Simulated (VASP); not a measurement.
# K (Im-3m) in VASP: single point with PBE0

Aim: the single point of K with PBE0.

Everything below comes from runs of VASP 6.6.1. Logs are shortened: lines on timing, memory, paths and dates and some standing lists are left out, and cuts for length are marked.

**1. The crystal as given**

Symmetry: Im-3m, No. 229, cubic system. Conventional cell: a = 5.217 Å, b = 5.217 Å, c = 5.217 Å, α = 90.00°, β = 90.00°, γ = 90.00°.

**2. Single point, PBE0**

File POSCAR:

```
K
1.0
   -2.6084600000      2.6084600000      2.6084600000
    2.6084600000     -2.6084600000      2.6084600000
    2.6084600000      2.6084600000     -2.6084600000
K
1
Direct
    0.0000000000      0.0000000000      0.0000000000
```

File INCAR.step1:

```
  PREC = Accurate
  ENCUT = 520
  EDIFF = 1E-5
  ISMEAR = 0
  SIGMA = 0.1
  LREAL = False
  LASPH = True
  NELM = 60
  ALGO = Normal
  ISIF = 2
  LWAVE = True
  LCHARG = False
  GGA = PE
```

File INCAR.step2:

```
  PREC = Accurate
  ENCUT = 520
  EDIFF = 1E-7
  ISMEAR = 0
  SIGMA = 0.1
  LREAL = False
  LASPH = True
  NELM = 60
  ALGO = Normal
  ISIF = 2
  LWAVE = False
  LCHARG = False
  GGA = PE
  LHFCALC = True
  AEXX = 0.25
  PRECFOCK = Fast
  ISTART = 1
```

File KPOINTS:

```
regular mesh
0
Gamma
  6 6 6
```

Potentials or basis: VASP PAW PBE potentials, release 64 (K_sv).

Run with:

```
cat potpaw_PBE.64/K_sv/POTCAR > POTCAR
cp INCAR.step1 INCAR
mpirun -np 1 vasp_std > vasp.out
cp INCAR.step2 INCAR
mpirun -np 1 vasp_std > vasp.out
```

OUTCAR:

```text
PREC = Accurate
   ENCUT = 520
   EDIFF = 1E-7
   ISMEAR = 0
   LREAL = False
   LASPH = True
   NELM = 60
   ISIF = 2
   GGA = PE
   LHFCALC = True
   AEXX = 0.25
   PRECFOCK = Fast
   ISTART = 1

 ion  position               nearest neighbor table
   1  0.000  0.000  0.000-

  LATTYP: Found a body centered cubic cell.
 ALAT       =     5.2169200000

  Lattice vectors:

 A1 = (  -2.6084600000,   2.6084600000,   2.6084600000)
 A2 = (   2.6084600000,  -2.6084600000,   2.6084600000)
 A3 = (   2.6084600000,   2.6084600000,  -2.6084600000)

Analysis of symmetry for initial positions (statically):
=====================================================================
 Subroutine PRICEL returns:
 Original cell was already a primitive cell.

 Routine SETGRP: Setting up the symmetry group for a
 body centered cubic supercell.

 Subroutine GETGRP returns: Found 48 space group operations
 (whereof 48 operations were pure point group operations)
 out of a pool of 48 trial point group operations.

The static configuration has the point symmetry O_h .

Analysis of symmetry for dynamics (positions and initial velocities):
=====================================================================
 Subroutine PRICEL returns:
 Original cell was already a primitive cell.

 Routine SETGRP: Setting up the symmetry group for a
 body centered cubic supercell.

 Subroutine GETGRP returns: Found 48 space group operations
 (whereof 48 operations were pure point group operations)
 out of a pool of 48 trial point group operations.

The dynamic configuration has the point symmetry O_h .

 Subroutine INISYM returns: Found 48 space group operations
 (whereof 48 operations are pure point group operations),
 and found     1 'primitive' translations

----------------------------------------------------------------------------------------

                                     Primitive cell

  volume of cell :      70.9925

  direct lattice vectors                    reciprocal lattice vectors
    -2.608460000  2.608460000  2.608460000     0.000000000  0.191683982  0.191683982
     2.608460000 -2.608460000  2.608460000     0.191683982  0.000000000  0.191683982
     2.608460000  2.608460000 -2.608460000     0.191683982  0.191683982  0.000000000

  length of vectors
     4.517985250  4.517985250  4.517985250     0.271082087  0.271082087  0.271082087

  position of ions in fractional coordinates (direct lattice)
     0.000000000  0.000000000  0.000000000

  ion indices of the primitive-cell ions
   primitive index   ion index
                 1           1

----------------------------------------------------------------------------------------

 KPOINTS: regular mesh

Automatic generation of k-mesh.
 Grid dimensions read from file:
 generate k-points for:    6    6    6

 Generating k-lattice:

  Cartesian coordinates                     Fractional coordinates (reciprocal lattice)
     0.000000000  0.031947330  0.031947330     0.166666667  0.000000000  0.000000000
     0.031947330  0.000000000  0.031947330     0.000000000  0.166666667  0.000000000
     0.031947330  0.031947330  0.000000000     0.000000000  0.000000000  0.166666667

  Length of vectors
     0.045180348  0.045180348  0.045180348

  Shift w.r.t. Gamma in fractional coordinates (k-lattice)
     0.000000000  0.000000000  0.000000000

 Subroutine IBZKPT returns following result:
 ===========================================

 Found     16 irreducible k-points:

 Following reciprocal coordinates:
            Coordinates               Weight
  0.000000  0.000000  0.000000      1.000000
  0.166667  0.000000  0.000000     12.000000
  0.333333  0.000000  0.000000     12.000000
  0.500000  0.000000  0.000000      6.000000
  0.166667  0.166667  0.000000     24.000000
  0.333333  0.166667  0.000000     48.000000
[... 8 lines left out ...]
  0.500000  0.500000  0.333333     12.000000
  0.500000  0.500000  0.500000      1.000000
   k-points           NKPTS =     16   k-points in BZ     NKDIM =    216   number of bands    NBANDS=      8
   number of dos      NEDOS =    301   number of ions     NIONS =      1
   total plane-waves  NPLWV =  46656
   dimension x,y,z NGX =    36 NGY =   36 NGZ =   36
   dimension x,y,z NGXF=    72 NGYF=   72 NGZF=   72
   ions per type =               1
   NGX,Y,Z   is equivalent  to a cutoff of  13.25, 13.25, 13.25 a.u.
   NGXF,Y,Z  is equivalent  to a cutoff of  26.49, 26.49, 26.49 a.u.
 SYSTEM =  unknown system
   PREC   = accura    normal or accurate (medium, high low for compatibility)
   ISTART =      1    job   : 0-new  1-cont  2-samecut
   ICHARG =      0    charge: 1-file 2-atom 10-const
   ISPIN  =      1    spin polarized calculation?
   LNONCOLLINEAR =      F non collinear calculations
   LSORBIT =      F    spin-orbit coupling
   LASPH  =      T    aspherical Exc in radial PAW
   ENCUT  =  520.0 eV  38.22 Ry    6.18 a.u.   8.40  8.40  8.40*2*pi/ulx,y,z
   NELM   =     60;   NELMIN=  2; NELMDL=  0     # of ELM steps
   EDIFF  = 0.1E-06   stopping-criterion for ELM
   LREAL  =      F    real-space projection
   EDIFFG = 0.1E-05   stopping-criterion for IOM
   NSW    =      0    number of steps for IOM
   IBRION =     -1    ionic relax: 0-MD 1-quasi-New 2-CG
   NFREE  =      0    steps in history (QN), initial steepest desc. (CG)
   ISIF   =      2    stress and relaxation
   ISYM   =      3    0-nonsym 1-usesym 2-fastsym
   POTIM  = 0.5000    time-step for ionic-motion
   TEBEG  =    0.0;   TEEND  =   0.0 temperature during run
   PSTRESS=    0.0 pullay stress
   NELECT =       9.0000    total number of electrons
   NUPDOWN=      -1.0000    fix difference up-down
   EMIN   =  10.00;   EMAX   =-10.00  energy-range for DOS
   EFERMI =   0.00;   METHOD = LEGACY
   ISMEAR =     0;   SIGMA  =   0.10  broadening in eV -4-tet -1-fermi 0-gaus
   EFERMI_NEDOS =   21; number of points for ismear=-14 and -15
   IALGO  =     38    algorithm
   IMIX   =      1    mixing-type and parameters
     AMIX     =   0.40;   BMIX     =  1.00
     AMIX_MAG =   1.60;   BMIX_MAG =  1.00
  volume/ion in A,a.u.               =      70.99       479.08
  Fermi-wavevector in a.u.,A,eV,Ry     =   0.822403  1.554117  9.202261  0.676347
  Thomas-Fermi vector in A             =   1.933732
   LORBIT       =      0    0 simple, 1 ext, 2 COOP (PROOUT), +10 PAW based schemes
   GGA     = PE    functional components
   LHFCALC =     T    Hartree Fock is set to
   PRECFOCK=fast      Normal, Fast or Accurate (Low or Medium for compatibility)
   ENCUT4O =  -1.0   cutoff for four orbital integrals eV
   NKREDX  =     1    reduce k-point grid by
   NKREDY  =     1    reduce k-point grid by
   NKREDZ  =     1    reduce k-point grid by
   AEXX    =    0.2500 exact exchange contribution
   HFSCREEN=    0.0000 screening length (either q_TF or 0.3 A-1)
   HFSCREENC=   0.0000 screening length for correlation (either q_TF or 0.3 A-1)
   ENCUTFOCK=  -1.0 apply spherical cutoff to Coloumb kernel
   IVDW    =     0    specifies the selected vdW correction
   LEPSILON=     F    determine dielectric tensor
   LRPA    =     F    only Hartree local field effects (RPA)
 non-spin polarized calculation
 Gauss-broadening in eV      SIGMA  =   0.10
  energy-cutoff  :      520.00
  volume of cell :       70.99
 maximum number of plane-waves:      1961
 NGX is ok and might be reduce to    36
  NGX = 20; NGY = 20; NGZ = 20

 number of electron       9.0000000 magnetization

 Free energy of the ion-electron system (eV)
  ---------------------------------------------------
  ext. energy  EPLUGINS =         0.00000000
  ---------------------------------------------------
  free energy    TOTEN  =        -1.23009803 eV

  energy without entropy =       -1.21771466  energy(sigma->0) =       -1.22390635

 E-fermi :   0.0470     XC(G=0):  -4.5605

 val. band max:       -0.5229135448   @ k =   0.1667   0.1667   0.1667
 cond. band min:       0.0581140487   @ k =   0.3333   0.1667   0.0000
 fundamental gap:      0.5810275935
 Fermi energy:         0.0469905035

 k-point     1 :       0.0000    0.0000    0.0000
  band No.  band energies     occupation
      1     -35.5876      2.00000
      2     -17.6570      2.00000
      3     -17.6570      2.00000
      4     -17.6570      2.00000
      5      -3.0651      2.00000
      6       5.3456      0.00000
      7       5.3456      0.00000
      8       5.3456      0.00000

 k-point     2 :       0.1667    0.0000    0.0000
  band No.  band energies     occupation
      1     -35.5864      2.00000
      2     -17.6771      2.00000
      3     -17.6634      2.00000
      4     -17.6569      2.00000
      5      -2.6255      2.00000
      6       4.5516      0.00000
      7       4.8887      0.00000
      8       5.6339      0.00000

 k-point     3 :       0.3333    0.0000    0.0000
  band No.  band energies     occupation
      1     -35.5839      2.00000
      2     -17.7163      2.00000
      3     -17.6761      2.00000
      4     -17.6566      2.00000
      5      -1.3278      2.00000
      6       2.8152      0.00000
      7       4.2711      0.00000
      8       6.1546      0.00000

 k-point     4 :       0.5000    0.0000    0.0000
  band No.  band energies     occupation
      1     -35.5827      2.00000
      2     -17.7352      2.00000
      3     -17.6824      2.00000
      4     -17.6563      2.00000
      5       0.8345      0.00000
      6       0.9873      0.00000
      7       4.0335      0.00000
      8       5.9527      0.00000

 k-point     5 :       0.1667    0.1667    0.0000
  band No.  band energies     occupation
      1     -35.5845      2.00000
      2     -17.7038      2.00000
      3     -17.6713      2.00000
      4     -17.6612      2.00000
      5      -1.7577      2.00000
      6       3.5956      0.00000
      7       4.0565      0.00000
      8       5.9058      0.00000
[... 89 lines left out ...]
 k-point    14 :      -0.3333    0.3333    0.3333
  band No.  band energies     occupation
      1     -35.5809      2.00000
      2     -17.7080      2.00000
      3     -17.6974      2.00000
      4     -17.6974      2.00000
      5       0.5680      0.00000
      6       2.9062      0.00000
      7       4.2151      0.00000
      8       4.2151      0.00000

 k-point    15 :       0.5000    0.5000    0.3333
  band No.  band energies     occupation
      1     -35.5799      2.00000
      2     -17.7177      2.00000
      3     -17.7045      2.00000
      4     -17.6982      2.00000
      5       1.8198      0.00000
      6       2.0989      0.00000
      7       3.7843      0.00000
      8       4.1680      0.00000

 k-point    16 :       0.5000    0.5000    0.5000
  band No.  band energies     occupation
      1     -35.5789      2.00000
      2     -17.7119      2.00000
      3     -17.7119      2.00000
      4     -17.7119      2.00000
      5       2.3139      0.00000
      6       2.3139      0.00000
      7       4.2010      0.00000
      8       4.2010      0.00000

------------------------ aborting loop because EDIFF is reached ----------------------------------------

  FORCE on cell =-STRESS in cart. coord.  units (eV):
  Direction    XX          YY          ZZ          XY          YZ          ZX
  --------------------------------------------------------------------------------------
  -------------------------------------------------------------------------------------
  Total        0.1267038      0.1267038      0.1267038     -0.0000000     -0.0000000      0.0000000
  in kB        2.8594830      2.8594830      2.8594830     -0.0000000     -0.0000000      0.0000000
  external PRESSURE =       2.8594830 kB  Pullay stress =       0.0000000 kB

 VOLUME and BASIS-vectors are now :
 -----------------------------------------------------------------------------
  energy-cutoff  :      520.00
  volume of cell :       70.99
      direct lattice vectors                 reciprocal lattice vectors
    -2.608460000  2.608460000  2.608460000     0.000000000  0.191683982  0.191683982
     2.608460000 -2.608460000  2.608460000     0.191683982  0.000000000  0.191683982
     2.608460000  2.608460000 -2.608460000     0.191683982  0.191683982  0.000000000

 POSITION                                       TOTAL-FORCE (eV/Angst)
 -----------------------------------------------------------------------------------
      0.00000      0.00000      0.00000         0.000000     -0.000000      0.000000
 -----------------------------------------------------------------------------------
    total drift:                               -0.000000     -0.000000     -0.000000

  FREE ENERGIE OF THE ION-ELECTRON SYSTEM (eV)
  ---------------------------------------------------
  free  energy   TOTEN  =        -1.2300980339 eV

  energy  without entropy=       -1.2177146630  energy(sigma->0) =       -1.22390635
```

Run time: 3.1 min. Hardware: 1 thread of Intel Xeon Platinum 8488C (Sapphire Rapids), shared host; peak memory 0.22 GiB.

What came out:

| Item | Value |
| --- | --- |
| Free energy | -1.2301 eV |
| Pressure | 0.3 GPa |
| Band gap on the k mesh | none (metal or under the smearing width) |

Levels at points of the mesh, in eV from the Fermi level:
| k point | band 1 | band 2 | band 3 | band 4 | band 5 | band 6 | band 7 | band 8 |
| --- | --- | --- | --- | --- | --- | --- | --- | --- |
| (0.00, 0.00, 0.00) | -35.63 | -17.70 | -17.70 | -17.70 | -3.11 | 5.30 | 5.30 | 5.30 |
| (0.50, 0.00, 0.00) | -35.63 | -17.78 | -17.73 | -17.70 | 0.79 | 0.94 | 3.99 | 5.91 |
| (0.50, 0.50, 0.50) | -35.63 | -17.76 | -17.76 | -17.76 | 2.27 | 2.27 | 4.15 | 4.15 |

Caveat: the PAW data sets were made with another functional, which shifts forces and pressure a little.
